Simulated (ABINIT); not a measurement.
A run of ABINIT 10.8.3 (patched build):

run.abi

```
# Datasets: ground state, then fixed potential
ndtset 2

# Pseudopotentials
pp_dirpath "./"
pseudos "Ir.GGA_PBE-JTH.xml"

# Structure
acell 3*1.0
rprim
     0.0000000000     3.6199593643     3.6199593643
     3.6199593643     0.0000000000     3.6199593643
     3.6199593643     3.6199593643     0.0000000000
ntypat 1
znucl 77
natom 1
typat 1
xred
     0.0000000000     0.0000000000     0.0000000000

# Plane-wave basis
ecut 17.0
pawecutdg 34.0

# Exchange and correlation
ixc -150130

# Bands and occupations
occopt 3
tsmear 0.05 eV

# SCF cycle
nstep 100

# Output
iomode 3
prtwf 0
prteig 0
prtebands 0
prtden1 1

# Dataset 1
kptopt1 1
ngkpt1 12 12 12
nshiftk1 1
shiftk1 0.0 0.0 0.0
nband1 12
tolvrs1 1.0e-9

# Dataset 2: bands along G-X-W-K-G-L-U-W-L-K
iscf2 -2
getden2 1
nband2 16
nbdbuf2 2
tolwfr2 1.0e-12
kptopt2 -9
ndivsm2 5
prteig2 1
kptbounds2
     0.0000000000     0.0000000000     0.0000000000
     0.5000000000     0.0000000000     0.5000000000
     0.5000000000     0.2500000000     0.7500000000
     0.3750000000     0.3750000000     0.7500000000
     0.0000000000     0.0000000000     0.0000000000
     0.5000000000     0.5000000000     0.5000000000
     0.6250000000     0.2500000000     0.6250000000
     0.5000000000     0.2500000000     0.7500000000
     0.5000000000     0.5000000000     0.5000000000
     0.3750000000     0.3750000000     0.7500000000
```

Potentials or basis: JTH PAW PBE v2.0.

Launch:

```bash
$ abinit run.abi > log 2>&1
```

Hardware: 1 thread of Arm Neoverse V1, on a shared host.

Estimate the wall time of this run.

Wall time 20 s on 1 thread of Arm Neoverse V1 (shared host), peak memory 0.11 GiB. Counts: scf iterations 12, mpi ranks 1, k points 72, bands 12, plane waves 328.
